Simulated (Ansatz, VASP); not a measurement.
Si in VASP and in Ansatz

```
Si
1.0
     1.74152   -3.01639    0.00000
     1.74152    3.01639    0.00000
     0.00000    0.00000    8.26068
Si
6
Direct
  0.00000 0.50000 0.33333
  0.50000 0.00000 0.66667
  0.50000 0.00000 0.16667
  0.00000 0.50000 0.83333
  0.00000 0.00000 0.50000
  0.50000 0.50000 0.00000
```

Alike in both runs: task single point; functional PBE; k mesh 6 × 6 × 2; occupations gaussian, width 0.1 eV; no spin polarisation.

```csv
,VASP,Ansatz
version,VASP 6.6.1,Ansatz 0.2.0
potentials or method,"VASP PAW PBE potentials, release 64 (Si)","scalar-relativistic, plane waves, PAW"
plane-wave cutoff (eV),520,420
valence electrons in the cell,24,24
```

|  | VASP | Ansatz | Ansatz less VASP |
| --- | --- | --- | --- |
| gap on the k mesh at the Fermi level (eV) | none | none | - |
| rms of the force components (eV/Å) | 0.028 | 0.028 | 0.0000 |

Atom by atom the forces differ by 0.000 eV/Å (rms over components). A gap of «none» marks a metal or a gap that the smearing closes.

Caveats: the k mesh is coarse (spacing up to 0.38 Å⁻¹), so the values aren't converged.
